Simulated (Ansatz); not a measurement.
**HfO₂: what each run costs**

Cell: 12 atoms, space group P2_1/c, a = 5.118 Å, b = 5.186 Å, c = 5.284 Å, α = 90.00°, β = 99.35°, γ = 90.00°.

All runs are DFT with Ansatz 0.2.0 on 1 thread of Intel Xeon 6975P-C (Granite Rapids) (x86_64; 8 cores open to the job, memory cap 3.0 GiB, no GPU), a shared host.

Problem. Rank the runs by wall time, shortest first.
A. relaxation of the ions, PBE, gradients read without the response of the cores, 420 eV, 5×5×5 k-points, smearing 0.02 eV
B. single point, PBE, gradients read without the response of the cores, 420 eV, 5×5×5 k-points, smearing 0.02 eV
C. single point at relaxed positions, PBE with spin–orbit coupling, gradients read without the response of the cores, 420 eV, 5×5×5 k-points, smearing 0.02 eV
D. single point at relaxed positions, r2SCAN, gradients read without the response of the cores, 500 eV, 5×5×5 k-points, smearing 0.02 eV

Solution. B (23 s, 0.66 GiB), D (41 s, 0.94 GiB), A (87 s, 0.72 GiB), C (3.4 min, 1.7 GiB).
